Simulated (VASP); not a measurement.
Al:

```
CELL_PARAMETERS angstrom
-1.59122 1.59122 1.59122
1.59122 -1.59122 1.59122
1.59122 1.59122 -1.59122
ATOMIC_POSITIONS crystal
Al 0.00000 0.00000 0.00000
```

This isn't the form of Al at room conditions, which is fcc.

- Program: VASP 6.6.1
- Task: single point
- Functional: PBEsol
- Potentials or basis: VASP PAW PBE potentials, release 64 (Al)
- Cutoff: 520 eV
- k mesh: 12 × 12 × 12
- Occupations: fermi-dirac, width 0.05 eV
- Spin: no spin polarisation

On this cell: pressure 2.3 GPa; band gap on the k mesh none (metal or under the smearing width).

The same run follows on a disturbed copy (cell strained at random at fixed volume):

```xyz
1
Lattice="-1.6989 1.5643 1.6008 1.6310 -1.5829 1.5514 1.6604 1.5443 -1.6194" Properties=species:S:1:pos:R:3 pbc="T T T"
Al    0.0311   -0.0117    0.0086
```

What does the disturbed cell give?

The energy (extrapolated to zero smearing) moves by +1.5 meV/atom; pressure 2.4 GPa; band gap on the k mesh none (metal or under the smearing width).

Stress tensor (GPa, compression positive):
```
3.52 0.47 1.41
0.47 1.86 0.59
1.41 0.59 1.89
```

Caveats: the PAW data sets were made with another functional, which shifts forces and pressure a little.
